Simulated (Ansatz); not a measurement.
# What LaN (model cell, started as CsCl type) distorts into, part 2 of 3

Wanted: the energy along a soft mode of LaN (model cell, started as CsCl type) and the structure at the end.

Ansatz 0.2.0; DFT PBEsol, scalar-relativistic, plane waves, PAW.

So far, highest frequency on the path or at a solved wavevector (cm⁻¹): step 2 (the dispersion) 495. Also lowest frequency on the path (cm⁻¹): step 2 -287.

The structure was built from a prototype and need not be the compound's stable phase.

## 4. The mode frozen in, largest atomic shift 0.32 Å

The atoms are moved along the unstable eigenvector, the largest shift by 0.32 Å, with the cell fixed.

The input, input.yaml:

```yaml
crystal:
  lattice:
    - [3.1239275038, 0.0, 0.0]
    - [0.0, 3.1239275038, 0.0]
    - [0.0, 0.0, 3.1239275038]
  atoms:
    - { symbol: La, position: [-0.005963678, 0.005963678, 0.005963678] }
    - { symbol: "N", position: [0.5591409647, 0.4408590353, 0.4408590353] }
kpoints:
  mp_grid: { grid: [12, 12, 12] }
hamiltonian:
  xc: pbesol
scf:
  occupations: { method: methfessel_paxton, width: 0.15 }
output:
  forces: true
  stress: true
  eigenvalues: true
```

Command:

```sh
> ansatz run input.yaml --threads 4 --pin off --max-ram 7168MiB --backend cpu --events-out ev --progress --plain --runs-dir out
```

Numbers of over 12 decimals in the logs are rounded to 6 here.

What it wrote:

```text
[...]
Crystal: 2 atoms, lattice volume = 30.486 Å³
Basis set: ecut = 420 eV, 619 PW (Γ), exchange–correlation on 48×48×48 points (8 copies of the dense FFT grid, shifted against one another)
Bands: 12, of which v1, the nominal top of the filled ones, is band 8 counted from 1 (7 counted from 0)
Symmetry: 6 space group operations
[...]
k-points: 189 of 1728 (time reversal used)
[...]
--- Band table (eV; the first three rows and the last of 189) ---
  k-point 0: bands = [... 4 lower, 2.9385, 13.3507, 13.3507, 15.0902, 16.1204, 16.1204, 18.3578, 18.3578]
  k-point 1: bands = [... 4 lower, 3.1920, 13.3925, 13.4488, 14.9828, 16.0591, 16.0874, 18.3297, 18.3669]
  k-point 2: bands = [... 4 lower, 3.6595, 13.3570, 13.5051, 14.7830, 15.8895, 16.3180, 18.2343, 18.3938]
  k-point 188: bands = [... 4 lower, 3.3084, 10.4567, 10.4567, 10.9409, 18.5447, 18.5566, 18.5566, 18.9159]
[key lines of the parts left out:]
SCF converged after 6 iterations
Free energy (F): -6541.538894 eV
Fermi energy:    15.263750 eV
P = ⅓ Tr σ = 4.4547 GPa (44.547 kbar)
```

The job ended after 3.2 s (4 threads of Arm Neoverse N1, shared host; peak memory 0.4 GiB; 12 s of CPU time).

Numbers from this step:

```yaml
pressure: 4.455 GPa
gap_on_the_k_mesh: 0.4002 eV
energy_from_the_undistorted_cell: -33.71 meV/atom
```

The energy, extrapolated to zero smearing, is -33.71 meV/atom against the undistorted cell.

The run ends at a pressure of 4.45 GPa, with forces up to 0.037 eV/Å.

## 5. Energy along the mode, all amplitudes (two of the runs are shown above)

An imaginary frequency means negative curvature, so the energy should fall and then rise again as anharmonic terms take over.

This step gave:

```
depth at the lowest point sampled  : 33.71 meV/atom
largest atomic shift at that point : 0.32 Å
```

The energy from the parent by largest atomic shift:

```
largest atomic shift (Å)  energy from the parent (meV/atom)
                   0.000                                  0
                   0.040                              -1.80
                   0.080                              -6.36
                   0.140                              -15.5
                   0.220                              -27.5
                   0.320                              -33.7
                   0.450                              -8.51
                   0.600                                113
```

Displacement at unit largest shift by atom:

```csv
atom,x (Å),y (Å),z (Å),size
La1,-0.058,0.058,0.058,0.100
N2,0.577,-0.577,-0.577,0.999
```

The lowest of the steps tried is at 0.32 Å, 33.7 meV/atom below the parent; the bottom of the well need not coincide with a step.

## 6. Relaxing from the distorted cell

Starting from the lowest point found, all atoms and the cell are let go, so that strain and other modes of the same symmetry can join in.

Edit input.yaml of step 4 so:

```diff
@@ -18 +18,6 @@
   eigenvalues: true
+relax:
+  adjacent_minimum: "off"
+  f_tol: 0.002
+  max_steps: 120
+  cell: { stress_tol: 0.03 }
```

What it wrote:

```text
[...]
Crystal: 2 atoms, lattice volume = 30.486 Å³
Basis set: ecut = 420 eV, 619 PW (Γ), exchange–correlation on 48×48×48 points (8 copies of the dense FFT grid, shifted against one another)
Bands: 12, of which v1, the nominal top of the filled ones, is band 8 counted from 1 (7 counted from 0)
Symmetry: 6 space group operations
[...]
k-points: 189 of 1728 (time reversal used)
[...]
SCF iter   1: F=—  HF=-6541.548178 eV  |F-HF|=—  |Δ(HF+E_count)|=         —  Δρ=1.35e-2  dr2=4.85e-2  ethr=1.77e-3  ⟨swp⟩=3.7  Hψ=10009  notcnv=0
[...]
SCF iter   6: F=-6541.538894 eV  HF=-6541.538894 eV  |F-HF|=2.19e-10  |Δ(HF+E_count)|=   1.44e-7  S|Δr|=    0.00e0  Δρ=1.00e-5  dr2=1.38e-8  ethr=6.25e-10  ⟨swp⟩=6.3  Hψ=11096  notcnv=0
SCF 1 converged in 6 iterations: F = -6541.538894 eV  dr2 = 1.38e-8
[...]
relax step   1: F+E_penalty+E_count = -6541.53889426 eV  Δ(F+E_penalty+E_count) = +0.000e0 eV  max|allowed force component| = 2.122e-2 eV/Å  Δτ_max = 0.0000 Å  P = +4.455 GPa  Ω = 30.486 Å³  (6 SCF iters, dr2 threshold 1.00e-7 eV, accepted)
Crystal: 2 atoms, lattice volume = 33.291 Å³
Basis set: ecut = 420 eV, 643 PW (Γ), exchange–correlation on 48×48×48 points (8 copies of the dense FFT grid, shifted against one another)
[...]
SCF iter   6: F=-6541.543369 eV  HF=-6541.543369 eV  |F-HF|=1.01e-8  |Δ(HF+E_count)|=   5.59e-7  S|Δr|=    0.00e0  Δρ=1.26e-5  dr2=1.87e-8  ethr=1.25e-9  ⟨swp⟩=6.9  Hψ=13516  notcnv=0
SCF 2 converged in 6 iterations: F = -6541.543369 eV  dr2 = 1.87e-8
[...]
relax step   2: F+E_penalty+E_count = -6541.54336883 eV  Δ(F+E_penalty+E_count) = -4.475e-3 eV  max|allowed force component| = 1.639e-1 eV/Å  Δτ_max = 0.0417 Å  P = -5.089 GPa  Ω = 33.291 Å³  energy of the carried Pulay correction = -5.262e-3 eV  (6 SCF iters, dr2 threshold 2.00e-7 eV, accepted)
Crystal: 2 atoms, lattice volume = 32.424 Å³
Basis set: ecut = 420 eV, 631 PW (Γ), exchange–correlation on 48×48×48 points (8 copies of the dense FFT grid, shifted against one another)
[...]
SCF iter   5: F=-6541.571990 eV  HF=-6541.571990 eV  |F-HF|=1.25e-9  |Δ(HF+E_count)|=   9.13e-8  S|Δr|=    0.00e0  Δρ=2.03e-5  dr2=6.05e-8  ethr=1.25e-9  ⟨swp⟩=7.6  Hψ=14066  notcnv=0
SCF 3 converged in 5 iterations: F = -6541.571990 eV  dr2 = 6.05e-8
relax step   3: F+E_penalty+E_count = -6541.57198979 eV  Δ(F+E_penalty+E_count) = -2.862e-2 eV  max|allowed force component| = 8.158e-2 eV/Å  Δτ_max = 0.0037 Å  P = -1.793 GPa  Ω = 32.424 Å³  energy of the carried Pulay correction = -3.686e-3 eV  (5 SCF iters, dr2 threshold 2.00e-7 eV, accepted)
[... from here on, the SCF cycles and remarks between the steps are left out ...]
relax step   4: F+E_penalty+E_count = -6541.63544782 eV  Δ(F+E_penalty+E_count) = -6.346e-2 eV  max|allowed force component| = 3.151e-2 eV/Å  Δτ_max = 0.0446 Å  P = +1.753 GPa  Ω = 32.266 Å³  energy of the carried Pulay correction = -3.394e-3 eV  (7 SCF iters, dr2 threshold 2.00e-7 eV, accepted)
relax step   5: F+E_penalty+E_count = -6541.67837258 eV  Δ(F+E_penalty+E_count) = -4.292e-2 eV  max|allowed force component| = 1.772e-1 eV/Å  Δτ_max = 0.0435 Å  P = +5.079 GPa  Ω = 32.315 Å³  energy of the carried Pulay correction = -3.484e-3 eV  (7 SCF iters, dr2 threshold 2.00e-7 eV, accepted)
relax step   6: F+E_penalty+E_count = -6541.72412889 eV  Δ(F+E_penalty+E_count) = -4.576e-2 eV  max|allowed force component| = 1.746e-1 eV/Å  Δτ_max = 0.0332 Å  P = +2.882 GPa  Ω = 33.438 Å³  energy of the carried Pulay correction = -5.525e-3 eV  (7 SCF iters, dr2 threshold 2.00e-7 eV, accepted)
relax step   7: F+E_penalty+E_count = -6541.74905093 eV  Δ(F+E_penalty+E_count) = -2.492e-2 eV  max|allowed force component| = 1.592e-1 eV/Å  Δτ_max = 0.0172 Å  P = +0.523 GPa  Ω = 34.400 Å³  energy of the carried Pulay correction = -7.218e-3 eV  (6 SCF iters, dr2 threshold 2.00e-7 eV, accepted)
relax step   8: F+E_penalty+E_count = -6541.78717858 eV  Δ(F+E_penalty+E_count) = -3.813e-2 eV  max|allowed force component| = 1.944e-1 eV/Å  Δτ_max = 0.0408 Å  P = +0.773 GPa  Ω = 33.832 Å³  energy of the carried Pulay correction = -6.225e-3 eV  (6 SCF iters, dr2 threshold 2.00e-7 eV, accepted)
relax step   9: F+E_penalty+E_count = -6541.78328138 eV  Δ(F+E_penalty+E_count) = +3.897e-3 eV  max|allowed force component| = 2.682e-1 eV/Å  Δτ_max = 0.1949 Å  P = +5.652 GPa  Ω = 31.760 Å³  energy of the carried Pulay correction = -2.449e-3 eV  (8 SCF iters, dr2 threshold 2.00e-7 eV, rejected (line search))
relax step  10: F+E_penalty+E_count = -6541.84340437 eV  Δ(F+E_penalty+E_count) = -5.623e-2 eV  max|allowed force component| = 8.028e-2 eV/Å  Δτ_max = 0.0627 Å  P = -1.179 GPa  Ω = 33.721 Å³  energy of the carried Pulay correction = -6.029e-3 eV  (9 SCF iters, accepted)
relax step  11: F+E_penalty+E_count = -6541.86707507 eV  Δ(F+E_penalty+E_count) = -2.367e-2 eV  max|allowed force component| = 5.284e-3 eV/Å  Δτ_max = 0.0495 Å  P = +2.140 GPa  Ω = 32.833 Å³  energy of the carried Pulay correction = -4.435e-3 eV  (6 SCF iters, dr2 threshold 2.00e-7 eV, accepted)
relax step  12: F+E_penalty+E_count = -6541.87075461 eV  Δ(F+E_penalty+E_count) = -3.680e-3 eV  max|allowed force component| = 7.933e-3 eV/Å  Δτ_max = 0.0033 Å  P = +0.293 GPa  Ω = 33.300 Å³  energy of the carried Pulay correction = -5.279e-3 eV  (5 SCF iters, dr2 threshold 2.00e-7 eV, accepted)
relax step  13: F+E_penalty+E_count = -6541.87074894 eV  Δ(F+E_penalty+E_count) = +5.676e-6 eV  max|allowed force component| = 1.592e-3 eV/Å  Δτ_max = 0.0027 Å  P = -0.032 GPa  Ω = 33.362 Å³  energy of the carried Pulay correction = -5.389e-3 eV  (5 SCF iters, dr2 threshold 2.00e-7 eV, accepted)
relax step  14: F+E_penalty+E_count = -6541.87075856 eV  Δ(F+E_penalty+E_count) = -9.627e-6 eV  max|allowed force component| = 8.649e-5 eV/Å  Δτ_max = 0.0003 Å  P = +0.002 GPa  Ω = 33.357 Å³  energy of the carried Pulay correction = -5.381e-3 eV  (4 SCF iters, dr2 threshold 5.41e-9 eV, accepted)
relax step  15: F+E_penalty+E_count = -6542.04135104 eV  Δ(F+E_penalty+E_count) = -1.706e-1 eV  max|allowed force component| = 2.314e-2 eV/Å  Δτ_max = 0.0000 Å  P = +4.059 GPa  Ω = 33.357 Å³  stress off target by 1.08e1 GPa  SCF on the basis re-selected at this cell (its energy is not comparable with the rows above)  (8 SCF iters)
relax step  16: F+E_penalty+E_count = -6542.12170801 eV  Δ(F+E_penalty+E_count) = -8.036e-2 eV  max|allowed force component| = 1.634e-2 eV/Å  Δτ_max = 0.0240 Å  P = +3.962 GPa  Ω = 33.804 Å³  energy of the carried Pulay correction = -7.755e-4 eV  (6 SCF iters, dr2 threshold 2.00e-7 eV, accepted)
relax step  17: F+E_penalty+E_count = -6542.19438129 eV  Δ(F+E_penalty+E_count) = -7.267e-2 eV  max|allowed force component| = 3.512e-2 eV/Å  Δτ_max = 0.0154 Å  P = +2.571 GPa  Ω = 34.534 Å³  energy of the carried Pulay correction = -2.261e-3 eV  (6 SCF iters, dr2 threshold 2.00e-7 eV, accepted)
relax step  18: F+E_penalty+E_count = -6542.26687934 eV  Δ(F+E_penalty+E_count) = -7.250e-2 eV  max|allowed force component| = 2.787e-2 eV/Å  Δτ_max = 0.0285 Å  P = +2.237 GPa  Ω = 34.924 Å³  energy of the carried Pulay correction = -3.137e-3 eV  (6 SCF iters, dr2 threshold 2.00e-7 eV, accepted)
relax step  19: F+E_penalty+E_count = -6542.33409205 eV  Δ(F+E_penalty+E_count) = -6.721e-2 eV  max|allowed force component| = 1.175e-2 eV/Å  Δτ_max = 0.0277 Å  P = +1.920 GPa  Ω = 35.228 Å³  energy of the carried Pulay correction = -3.862e-3 eV  (6 SCF iters, dr2 threshold 2.00e-7 eV, accepted)
relax step  20: F+E_penalty+E_count = -6542.38621668 eV  Δ(F+E_penalty+E_count) = -5.212e-2 eV  max|allowed force component| = 2.151e-2 eV/Å  Δτ_max = 0.0157 Å  P = +1.595 GPa  Ω = 35.475 Å³  energy of the carried Pulay correction = -4.480e-3 eV  (6 SCF iters, dr2 threshold 2.00e-7 eV, accepted)
relax step  21: F+E_penalty+E_count = -6542.41077075 eV  Δ(F+E_penalty+E_count) = -2.455e-2 eV  max|allowed force component| = 1.811e-2 eV/Å  Δτ_max = 0.0204 Å  P = +0.067 GPa  Ω = 35.855 Å³  energy of the carried Pulay correction = -5.519e-3 eV  (6 SCF iters, dr2 threshold 2.00e-7 eV, accepted)
relax step  22: F+E_penalty+E_count = -6542.41186027 eV  Δ(F+E_penalty+E_count) = -1.090e-3 eV  max|allowed force component| = 7.054e-3 eV/Å  Δτ_max = 0.0045 Å  P = -0.152 GPa  Ω = 35.938 Å³  energy of the carried Pulay correction = -5.757e-3 eV  (5 SCF iters, dr2 threshold 2.00e-7 eV, accepted)
relax step  23: F+E_penalty+E_count = -6542.41203320 eV  Δ(F+E_penalty+E_count) = -1.729e-4 eV  max|allowed force component| = 5.676e-4 eV/Å  Δτ_max = 0.0018 Å  P = -0.048 GPa  Ω = 35.901 Å³  energy of the carried Pulay correction = -5.647e-3 eV  (5 SCF iters, dr2 threshold 6.98e-8 eV, accepted)
relax step  24: F+E_penalty+E_count = -6542.41208055 eV  Δ(F+E_penalty+E_count) = -4.735e-5 eV  max|allowed force component| = 1.912e-4 eV/Å  Δτ_max = 0.0003 Å  P = +0.005 GPa  Ω = 35.886 Å³  energy of the carried Pulay correction = -5.602e-3 eV  (4 SCF iters, dr2 threshold 6.70e-9 eV, accepted)
relax step  25: F+E_penalty+E_count = -6542.48480430 eV  Δ(F+E_penalty+E_count) = -7.272e-2 eV  max|allowed force component| = 7.066e-4 eV/Å  Δτ_max = 0.0000 Å  P = +1.664 GPa  Ω = 35.886 Å³  stress off target by 4.76e0 GPa  SCF on the basis re-selected at this cell (its energy is not comparable with the rows above)  (8 SCF iters)
relax step  26: F+E_penalty+E_count = -6542.50069933 eV  Δ(F+E_penalty+E_count) = -1.590e-2 eV  max|allowed force component| = 3.746e-3 eV/Å  Δτ_max = 0.0040 Å  P = +0.396 GPa  Ω = 36.295 Å³  energy of the carried Pulay correction = -6.920e-4 eV  (6 SCF iters, dr2 threshold 2.00e-7 eV, accepted)
relax step  27: F+E_penalty+E_count = -6542.50183387 eV  Δ(F+E_penalty+E_count) = -1.135e-3 eV  max|allowed force component| = 1.586e-3 eV/Å  Δτ_max = 0.0000 Å  P = +0.018 GPa  Ω = 36.424 Å³  energy of the carried Pulay correction = -9.232e-4 eV  (5 SCF iters, dr2 threshold 2.00e-7 eV, accepted)
relax step  28: F+E_penalty+E_count = -6542.50183414 eV  Δ(F+E_penalty+E_count) = -2.793e-7 eV  max|allowed force component| = 1.654e-4 eV/Å  Δτ_max = 0.0006 Å  P = +0.001 GPa  Ω = 36.432 Å³  energy of the carried Pulay correction = -9.366e-4 eV  (4 SCF iters, dr2 threshold 1.19e-8 eV, accepted)
relax step  29: F+E_penalty+E_count = -6542.50329515 eV  Δ(F+E_penalty+E_count) = -1.461e-3 eV  max|allowed force component| = 1.772e-4 eV/Å  Δτ_max = 0.0000 Å  P = +0.026 GPa  Ω = 36.432 Å³  stress off target by 1.34e-1 GPa  SCF on the basis re-selected at this cell (its energy is not comparable with the rows above)  (6 SCF iters)
relax step  30: F+E_penalty+E_count = -6542.50330110 eV  Δ(F+E_penalty+E_count) = -5.947e-6 eV  max|allowed force component| = 2.760e-4 eV/Å  Δτ_max = 0.0001 Å  P = +0.009 GPa  Ω = 36.439 Å³  energy of the carried Pulay correction = -1.060e-5 eV  (4 SCF iters, dr2 threshold 4.46e-8 eV, accepted)
[...]
SCF iter   4: F=-6542.503312 eV  HF=-6542.503312 eV  |F-HF|=0.00e0  |Δ(HF+E_count)|=  6.86e-10  S|Δr|=    0.00e0  Δρ=1.61e-7  dr2=5.05e-12  ethr=1.00e-12  ⟨swp⟩=5.0  Hψ=10494  notcnv=0
SCF 31 converged in 4 iterations: F = -6542.503312 eV  dr2 = 5.05e-12
relax step  31: F+E_penalty+E_count = -6542.50331237 eV  Δ(F+E_penalty+E_count) = -1.128e-5 eV  max|allowed force component| = 2.768e-4 eV/Å  Δτ_max = 0.0000 Å  P = +0.009 GPa  Ω = 36.439 Å³  stress off target by 1.12e-2 GPa  SCF on the basis re-selected at this cell (its energy is not comparable with the rows above)  (4 SCF iters)
[...]
SCF converged after 4 iterations
[...]
Free energy (F): -6542.503312 eV
[...]
Internal energy: -6542.503333 eV  (E = F + TS)
E sigma→0 (E₀):  -6542.503317 eV
Entropy (-TS):   0.000020 eV (0.010 meV/atom)
Fermi energy:    12.251610 eV
[...]
--- Forces (eV/Å), atoms counted from 1 ---
  atom   1  La     0.00027670    -0.00027670    -0.00027670
  atom   2  N     -0.00027684     0.00027684     0.00027684
  max |Σ_I F_I| component: 1.46e-7 eV/Å
--- Stress (GPa, compression-positive) ---
        0.009477      -0.000884      -0.000884
       -0.000884       0.009477       0.000884
       -0.000884       0.000884       0.009477
  P = ⅓ Tr σ = 0.0095 GPa (0.095 kbar)
--- Band table (eV; the first three rows and the last of 189) ---
  k-point 0: bands = [... 4 lower, 0.0415, 11.0346, 11.1360, 11.1360, 14.6288, 14.6288, 14.8020, 14.9032]
  k-point 1: bands = [... 4 lower, 0.2847, 10.7148, 11.0179, 11.1453, 14.2965, 14.6953, 14.8291, 15.2746]
  k-point 2: bands = [... 4 lower, 0.7808, 10.1674, 10.7163, 10.9134, 14.0602, 14.8897, 14.9685, 15.6455]
  k-point 188: bands = [... 4 lower, 1.8240, 8.6947, 9.5720, 9.5720, 15.0074, 15.4590, 15.4590, 15.9784]
--- Relaxed structure (27 steps of the walk, 26 accepted, 4 SCFs on fresh bases) ---
  F+E_penalty+E_count = -6542.50331237 eV   max|allowed force component| = 2.768e-4 eV/Å   (the final SCF, on the basis selected at the relaxed cell)
  cell:  # Å, volume = 36.4385 Å³
    - [3.506282, -0.871676, -0.871676]
    - [-0.871676, 3.506282, 0.871676]
    - [-0.871676, 0.871676, 3.506282]
  atoms:
    - { symbol: La, position: [0.012699, -0.012699, -0.012699] }
    - { symbol: N, position: [0.540479, 0.459521, 0.459521] }
```

Elapsed: 2.5 min, on 4 threads; peak memory 0.45 GiB; 9.7 min of CPU time.

The steps of the relaxation (22 of 31):

| step | energy less that of the first step (eV) | largest force component (eV/Å) | pressure (GPa) | volume (Å³) |
| --- | --- | --- | --- | --- |
| 1 | 0.0000 | 0.0212 | 4.45 | 30.49 |
| 2 | -0.0045 | 0.1638 | -5.09 | 33.29 |
| 4 | -0.0966 | 0.0315 | 1.75 | 32.27 |
| 5 | -0.1395 | 0.1772 | 5.08 | 32.31 |
| 7 | -0.2102 | 0.1592 | 0.52 | 34.40 |
| 8 | -0.2483 | 0.1944 | 0.77 | 33.83 |
| 10 | -0.3045 | 0.0803 | -1.18 | 33.72 |
| 11 | -0.3282 | 0.0053 | 2.14 | 32.83 |
| 12 | -0.3319 | 0.0079 | 0.29 | 33.30 |
| 14 | -0.3319 | 0.0001 | 0.00 | 33.36 |
| 15* | -0.5025 | 0.0231 | 4.06 | 33.36 |
| 17 | -0.6555 | 0.0351 | 2.57 | 34.53 |
| 18 | -0.7280 | 0.0279 | 2.24 | 34.92 |
| 20 | -0.8473 | 0.0215 | 1.60 | 35.48 |
| 21 | -0.8719 | 0.0181 | 0.07 | 35.85 |
| 22 | -0.8730 | 0.0071 | -0.15 | 35.94 |
| 24 | -0.8732 | 0.0002 | 0.00 | 35.89 |
| 25* | -0.9459 | 0.0007 | 1.66 | 35.89 |
| 27 | -0.9629 | 0.0016 | 0.02 | 36.42 |
| 28 | -0.9629 | 0.0002 | 0.00 | 36.43 |
| 30 | -0.9644 | 0.0003 | 0.01 | 36.44 |
| 31* | -0.9644 | 0.0003 | 0.01 | 36.44 |

Relaxation steps marked * repeat the geometry before them on a plane-wave basis chosen anew for their cell, so energy and pressure can jump there. Other such steps can lie between the rows shown. Relaxation step 9 was tried and not accepted.

Forces are held to the 6 operations that the run works with; a distortion that breaks them can't arise in this run.

| cell as run | before | after | change |
| --- | --- | --- | --- |
| a (Å) | 3.124 | 3.717 | +19.0 % |
| b (Å) | 3.124 | 3.717 | +19.0 % |
| c (Å) | 3.124 | 3.717 | +19.0 % |
| α (°) | 90.00 | 60.16 | -33.2 % |
| β (°) | 90.00 | 119.84 | +33.2 % |
| γ (°) | 90.00 | 119.84 | +33.2 % |
| volume (Å³/atom) | 15.24 | 18.22 | +19.5 % |

The atoms that moved most (Å, as changes of fractional coordinates times the final cell):

| atom | dx | dy | dz | length |
| --- | --- | --- | --- | --- |
| La1 | 0.098 | -0.098 | -0.098 | 0.170 |
| N2 | -0.098 | 0.098 | 0.098 | 0.170 |

Final coordinates:

```
La N
1.0
     3.50628   -0.87168   -0.87168
    -0.87168    3.50628    0.87168
    -0.87168    0.87168    3.50628
La N
1 1
Direct
  0.01270 0.98730 0.98730
  0.54048 0.45952 0.45952
```

This step gave:

```yaml
pressure: 0.009477 GPa
volume_per_atom: 18.22 Å³
gap_on_the_k_mesh: 0.6950 eV
```

The distorted start has space group R3m; the relaxation ends in R3m.

## 7. The new phase in its own primitive cell

The relaxed structure is symmetrised, reduced to its primitive cell and relaxed tightly, as its phonons need.

The input, input.yaml:

```yaml
crystal:
  lattice:
    - [1.8629480713, 1.0755735704, 3.0308777052]
    - [-1.8629480713, 1.0755735704, 3.0308777052]
    - [0.0, -2.1511471409, 3.0308777052]
  atoms:
    - { symbol: La, position: [0.0126987069, 0.0126987069, 0.0126987069] }
    - { symbol: "N", position: [0.5404785798, 0.5404785798, 0.5404785798] }
kpoints:
  mp_grid: { grid: [9, 9, 9] }
hamiltonian:
  xc: pbesol
scf:
  occupations: { method: fixed }
output:
  forces: true
  stress: true
  eigenvalues: true
relax:
  adjacent_minimum: "off"
  f_tol: 0.001
  max_steps: 60
  cell: { stress_tol: 0.01 }
```

What it wrote:

```text
[...]
Crystal: 2 atoms, lattice volume = 36.439 Å³
Basis set: ecut = 420 eV, 725 PW (Γ), exchange–correlation on 50×50×50 points (8 copies of the dense FFT grid, shifted against one another)
Bands: 12, of which v1, the nominal top of the filled ones, is band 8 counted from 1 (7 counted from 0)
Symmetry: 6 space group operations
[...]
k-points: 85 of 729 (time reversal used)
[...]
k-point 84: bands = [... 4 lower, 1.6591, 8.9138, 9.6982, 9.9350, 14.9350, 15.3709, 15.4404, 15.9027]
--- Relaxed structure (3 steps of the walk, 2 accepted, 1 SCFs on fresh bases) ---
[...]
cell:  # Å, volume = 36.4416 Å³
    - [1.862982, 1.075593, 3.031021]
    - [-1.862982, 1.075593, 3.031021]
    - [0, -2.151187, 3.031021]
  atoms:
    - { symbol: La, position: [0.012695, 0.012695, 0.012695] }
    - { symbol: N, position: [0.540483, 0.540483, 0.540483] }
[key lines of the parts left out:]
SCF converged after 5 iterations
Free energy (F): -6542.503187 eV
Fermi energy:    11.856698 eV
P = ⅓ Tr σ = 0.0002 GPa (0.002 kbar)
```

It took 8.9 s on 4 threads; peak memory 0.39 GiB.

Little changed from the start: no atom moved by 0.005 Å and no cell edge by 0.1 %.

This step gave:

```yaml
pressure: 1.55e-4 GPa
gap_on_the_k_mesh: 0.7746 eV
direct_gap_on_mesh: 0.8001 eV
```

The largest force component left is 0.13 meV/Å and the pressure is 0.000 GPa, within the tolerances set. The cell now holds 18.22 Å³/atom.

(Continued in part 3 of 3.)

[Logs are printed without paths, hosts, clocks, repeated set-up lines and the standing remarks that a program may print on its own settings, such as how far it seeks lower states.]

[Hosts, paths, dates, database ids (printed as entryN), source tags and the programs' standing remarks are cut or masked in the printed files.]
